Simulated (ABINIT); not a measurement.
# WS2 (P4/mmm) in ABINIT: reference runs

How does WS2 come out in PBE? The cell is run as given and disturbed.

Everything below comes from runs of ABINIT 10.8.3 (patched build). Logs are shortened: lines on timing, memory, paths and dates and some standing lists are left out, and cuts for length are marked. The log counts tension as positive stress, the text compression.

## 1. The crystal as given

The structure is tetragonal, space group P4/mmm (No. 123). Conventional cell: a = 2.592 Å, b = 2.592 Å, c = 9.234 Å, α = 90.00°, β = 90.00°, γ = 90.00°. W (site symmetry 4/mmm) is surrounded by 2 S at 2.45 Å and 4 W at 2.59 Å. S (site symmetry 4mm) has 1 W at 2.45 Å and 4 S at 2.59 Å as nearest neighbours.

The cell was built by a generator and needn't be a form met in nature.

## 2. Single point, PBE

Contents of run.abi:

```
# Pseudopotentials
pp_dirpath "./"
pseudos "W.GGA_PBE-JTH.xml, S.GGA_PBE-JTH.xml"

# Structure
structure "poscar:POSCAR"
natom 3

# Plane-wave basis
ecut 544.227725 eV
pawecutdg 40.0

# k points
kptopt 1
ngkpt 10 10 3
nshiftk 1
shiftk 0.0 0.0 0.0

# Exchange and correlation
ixc 11

# Bands and occupations
nband 17
occopt 3
tsmear 0.00183747

# SCF cycle
nstep 100
tolvrs 1.0e-9

# Output
iomode 3
prtwf 0
prtden 0
prteig 0
prtebands 0
```

Contents of POSCAR:

```
WS2
1.0
    2.5917300000      0.0000000000      0.0000000000
    0.0000000000      2.5917300000      0.0000000000
    0.0000000000      0.0000000000      9.2341700000
W S
1 2
Direct
    0.5000000000      0.5000000000      0.5000000000  W
    0.5000000000      0.5000000000      0.7656600000  S
    0.5000000000      0.5000000000      0.2343400000  S
```

Potentials or basis: JTH PAW PBE v2.0.

Command:

```console
$ abinit run.abi > log 2>&1
```

run.abo:

```text
.Version 10.8.3 of ABINIT
 Symmetries : space group P4/m m m (#123); Bravais tP (primitive tetrag.)
================================================================================
 Values of the parameters that define the memory need of the present run
     intxc =       0    ionmov =       0      iscf =      17    lmnmax =      18
     lnmax =       6     mgfft =      72  mpssoang =       3    mqgrid =    4969
     natom =       3  nloc_mem =       2    nspden =       1   nspinor =       1
    nsppol =       1      nsym =      16    n1xccc =       1    ntypat =       2
    occopt =       3   xclevel =       2
       mpw =        1806          nfft =       28800          nkpt =          42
 PAW method is used; the additional fine FFT grid is defined by:
   mgfftf=       100    nfftf =     90000
================================================================================
================================================================================

--------------------------------------------------------------------------------
------------- Echo of variables that govern the present computation ------------
--------------------------------------------------------------------------------
 -outvars: echo values of preprocessed input variables --------
            acell      1.0000000000E+00  1.0000000000E+00  1.0000000000E+00 Bohr
              amu      1.83850000E+02  3.20660000E+01
             ecut      2.00000000E+01 Hartree
              ixc          11
         kptrlatt       10    0    0      0   10    0      0    0    3
          kptrlen      4.89765989E+01
            natom           3
            nband          17
            ngfft          20      20      72
          ngfftdg          30      30     100
             nkpt          42
            nstep         100
             nsym          16
           ntypat           2
           occopt           3
        pawecutdg      4.00000000E+01 Hartree
         pawxcdev           0
           prtden           0
        prtebands           0
           prteig           0
            prtwf           0
            rprim      4.8976598923E+00  0.0000000000E+00  0.0000000000E+00
                       0.0000000000E+00  4.8976598923E+00  0.0000000000E+00
                       0.0000000000E+00  0.0000000000E+00  1.7450052300E+01
          spgroup         123
           tolvrs      1.00000000E-09
           tsmear      1.83747000E-03 Hartree
            typat      1  2  2
           useylm           1
           xangst      1.2958650000E+00  1.2958650000E+00  4.6170850000E+00
                       1.2958650000E+00  1.2958650000E+00  7.0702346022E+00
                       1.2958650000E+00  1.2958650000E+00  2.1639353978E+00
            xcart      2.4488299461E+00  2.4488299461E+00  8.7250261500E+00
                       2.4488299461E+00  2.4488299461E+00  1.3360807044E+01
                       2.4488299461E+00  2.4488299461E+00  4.0892452560E+00
             xred      5.0000000000E-01  5.0000000000E-01  5.0000000000E-01
                       5.0000000000E-01  5.0000000000E-01  7.6566000000E-01
                       5.0000000000E-01  5.0000000000E-01  2.3434000000E-01
            znucl       74.00000   16.00000

================================================================================

 chkinp: Checking input parameters for consistency.

================================================================================
== DATASET  1 ==================================================================

--- !DatasetInfo
iteration_state: {dtset: 1, }
dimensions: {natom: 3, nkpt: 42, mband: 17, nsppol: 1, nspinor: 1, nspden: 1, mpw: 1806, }
cutoff_energies: {ecut:  20.0, pawecutdg:  40.0, }
electrons: {nelect:   2.60000000E+01, charge:   0.00000000E+00, occopt:   3.00000000E+00, tsmear:   1.83747000E-03, }
meta: {optdriver: 0, ionmov: 0, optcell: 0, iscf: 17, paral_kgb: 0, }
...

 Exchange-correlation functional for the present dataset will be:
  GGA: Perdew-Burke-Ernzerhof functional - ixc=11
  J.P.Perdew, K.Burke, M.Ernzerhof, PRL 77, 3865 (1996)

 Real(R)+Recip(G) space primitive vectors, cartesian coordinates (Bohr,Bohr^-1):
 R(1)=  4.8976599  0.0000000  0.0000000  G(1)=  0.2041791  0.0000000  0.0000000
 R(2)=  0.0000000  4.8976599  0.0000000  G(2)=  0.0000000  0.2041791  0.0000000
 R(3)=  0.0000000  0.0000000 17.4500523  G(3)=  0.0000000  0.0000000  0.0573064
 Unit cell volume ucvol=  4.1857567E+02 bohr^3
 Angles (23,13,12)=  9.00000000E+01  9.00000000E+01  9.00000000E+01 degrees

 Coarse grid specifications (used for wave-functions):

 getcut: wavevector=  0.0000  0.0000  0.0000  ngfft=  20  20  72
         ecut(hartree)=     20.000   => boxcut(ratio)=   2.02844

 Fine grid specifications (used for densities):

 getcut: wavevector=  0.0000  0.0000  0.0000  ngfft=  30  30 100
         ecut(hartree)=     40.000   => boxcut(ratio)=   2.01283

--- Pseudopotential description ------------------------------------------------
[... 63 lines left out ...]
entropy   :   0.00000000E+00
fermie    :   2.05514683E-01
cartesian_stress_tensor: # hartree/bohr^3
- [ -2.55491070E-05,   0.00000000E+00,   0.00000000E+00, ]
- [  0.00000000E+00,  -2.55491070E-05,   0.00000000E+00, ]
- [  0.00000000E+00,   0.00000000E+00,  -1.29048656E-05, ]
pressure_GPa:   6.2768E-01
xred      :
- [  5.0000E-01,   5.0000E-01,   5.0000E-01,  W]
- [  5.0000E-01,   5.0000E-01,   7.6566E-01,  S]
- [  5.0000E-01,   5.0000E-01,   2.3434E-01,  S]
cartesian_forces: # hartree/bohr
- [ -0.00000000E+00,  -0.00000000E+00,  -7.22801448E-20, ]
- [ -0.00000000E+00,  -0.00000000E+00,   9.91494015E-04, ]
- [ -0.00000000E+00,  -0.00000000E+00,  -9.91494015E-04, ]
force_length_stats: {min:   7.22801448E-20, max:   9.91494015E-04, mean:   6.60996010E-04, }
...

 Integrated electronic density in atomic spheres:
 ------------------------------------------------
 Atom  Sphere_radius  Integrated_density
    1        2.41189         11.80715913
    2        1.90380          3.46623793
    3        1.90380          3.46623793

================================================================================

 ----iterations are completed or convergence reached----

 Mean square residual over all n,k,spin=   11.510E-07; max=  23.807E-05
 reduced coordinates (array xred) for    3 atoms
       0.500000000000      0.500000000000      0.500000000000
       0.500000000000      0.500000000000      0.765660000000
       0.500000000000      0.500000000000      0.234340000000
 rms dE/dt=  8.1561E-03; max dE/dt=  1.7302E-02; dE/dt below (all hartree)
    1       0.000000000000      0.000000000000      0.000000000000
    2       0.000000000000      0.000000000000     -0.017301622416
    3       0.000000000000      0.000000000000      0.017301622416

 cartesian coordinates (angstrom) at end:
    1      1.29586500000000     1.29586500000000     4.61708500000000
    2      1.29586500000000     1.29586500000000     7.07023460220000
    3      1.29586500000000     1.29586500000000     2.16393539780000

 cartesian forces (hartree/bohr) at end:
    1     -0.00000000000000    -0.00000000000000    -0.00000000000000
    2     -0.00000000000000    -0.00000000000000     0.00099149401494
    3     -0.00000000000000    -0.00000000000000    -0.00099149401494
 frms,max,avg= 4.6739476E-04 9.9149401E-04   0.000E+00  0.000E+00  0.000E+00 h/b

 cartesian forces (eV/Angstrom) at end:
    1     -0.00000000000000    -0.00000000000000    -0.00000000000000
    2     -0.00000000000000    -0.00000000000000     0.05098467217338
    3     -0.00000000000000    -0.00000000000000    -0.05098467217338
 frms,max,avg= 2.4034405E-02 5.0984672E-02   0.000E+00  0.000E+00  0.000E+00 e/A
 length scales=  1.000000000000  1.000000000000  1.000000000000 bohr
              =  0.529177210544  0.529177210544  0.529177210544 angstroms
 Fermi (or HOMO) energy (hartree) =   0.20551   Average Vxc (hartree)=  -0.37012
 Eigenvalues (hartree) for nkpt=  42  k points:
 kpt#   1, nband= 17, wtk=  0.00333, kpt=  0.0000  0.0000  0.0000 (reduced coord)
  -2.50733   -1.19956   -1.16442   -1.16442   -0.36875   -0.35753   -0.05744    0.02232
   0.03562    0.06761    0.26212    0.26212    0.28771    0.29213    0.29213    0.35242
   0.35242
      occupation numbers for kpt#   1
   2.00000    2.00000    2.00000    2.00000    2.00000    2.00000    2.00000    2.00000
   2.00000    2.00000    0.00000    0.00000    0.00000    0.00000    0.00000    0.00000
   0.00000
 prteigrs : prtvol=0 or 1, do not print more k-points.

--- !EnergyTerms
iteration_state     : {dtset: 1, }
comment             : Components of total free energy in Hartree
kinetic             :  1.56887569155527E+01
hartree             :  4.64568361085825E+01
xc                  : -1.49993761670171E+01
Ewald energy        : -3.96202203288378E+01
psp_core            :  3.32579532134336E+00
local_psp           : -1.08126736889209E+02
PAW spherical_terms :  7.65423351147064E+00
internal            : -8.96207115281147E+01
'-kT*entropy'       : -7.15950517961118E-04
total_energy        : -8.96214274786327E+01
total_energy_eV     : -2.43872327903725E+03
...

--- !EnergyTermsDC
iteration_state     : {dtset: 1, }
comment             : '"Double-counting" decomposition of free energy'
band_energy         : -1.20164853831760E+01
Ewald energy        : -3.96202203288378E+01
psp_core            :  3.32579532134336E+00
xc_dc               : -4.97003133043625E+01
PAW spherical_terms :  8.39051307847786E+00
internal            : -8.96207106165551E+01
'-kT*entropy'       : -7.15950517961118E-04
total_energy_dc     : -8.96214265670730E+01
total_energy_dc_eV  : -2.43872325423245E+03
...

--- !EnergyTermsWithPAWCore
iteration_state     : {dtset: 1, }
comment             : 'Components of total free energy, including PAW core contributions'
Total energy        : -1.69412660581957E+04
Total energy DC     : -1.69412660572841E+04
Total energy (eV)   : -4.60995334205490E+05
Total energy DC (eV): -4.60995334180686E+05
...

 Cartesian components of stress tensor (hartree/bohr^3)
  sigma(1 1)= -2.55491070E-05  sigma(3 2)=  0.00000000E+00
  sigma(2 2)= -2.55491070E-05  sigma(3 1)=  0.00000000E+00
  sigma(3 3)= -1.29048656E-05  sigma(2 1)=  0.00000000E+00

-Cartesian components of stress tensor (GPa)         [Pressure=  6.2768E-01 GPa]
- sigma(1 1)= -7.51680678E-01  sigma(3 2)=  0.00000000E+00
- sigma(2 2)= -7.51680678E-01  sigma(3 1)=  0.00000000E+00
- sigma(3 3)= -3.79674253E-01  sigma(2 1)=  0.00000000E+00

== END DATASET(S) ==============================================================
================================================================================

 -outvars: echo values of variables after computation  --------
            acell      1.0000000000E+00  1.0000000000E+00  1.0000000000E+00 Bohr
           etotal     -8.9621426567E+01
            fcart     -0.0000000000E+00 -0.0000000000E+00 -7.2280144832E-20
                      -0.0000000000E+00 -0.0000000000E+00  9.9149401494E-04
                      -0.0000000000E+00 -0.0000000000E+00 -9.9149401494E-04
            rprim      4.8976598923E+00  0.0000000000E+00  0.0000000000E+00
                       0.0000000000E+00  4.8976598923E+00  0.0000000000E+00
                       0.0000000000E+00  0.0000000000E+00  1.7450052300E+01
           strten     -2.5549106956E-05 -2.5549106956E-05 -1.2904865569E-05
                       0.0000000000E+00  0.0000000000E+00  0.0000000000E+00
           xangst      1.2958650000E+00  1.2958650000E+00  4.6170850000E+00
                       1.2958650000E+00  1.2958650000E+00  7.0702346022E+00
                       1.2958650000E+00  1.2958650000E+00  2.1639353978E+00
             xred      5.0000000000E-01  5.0000000000E-01  5.0000000000E-01
                       5.0000000000E-01  5.0000000000E-01  7.6566000000E-01
                       5.0000000000E-01  5.0000000000E-01  2.3434000000E-01
 Calculation completed.
```

Wall time 38 s (1 thread of Arm Neoverse V2, shared host); peak memory 0.14 GiB.

What came out:

```
Free energy                                           : -2438.7233 eV
Pressure                                              : 0.6 GPa
Largest force                                         : 0.051 eV/Å
Band gap on the k mesh                                : none (metal or under the smearing width)
Valence electrons inside the program's atomic spheres : W 11.81; S 3.47
```

Forces in eV/Å, atoms in the order of the input:
```
W    0.000  0.000  0.000
S    0.000  0.000  0.051
S    0.000  0.000 -0.051
```

Stress tensor (GPa, compression positive):
```
0.75 0.00 0.00
0.00 0.75 0.00
0.00 0.00 0.38
```

Caveat: this functional lacks dispersion, which binds the layers, so the pressure and a relaxed spacing across them are unreliable. Spin-orbit coupling is left out, which matters for the levels of W.

(Continued in part 2 of 2.)
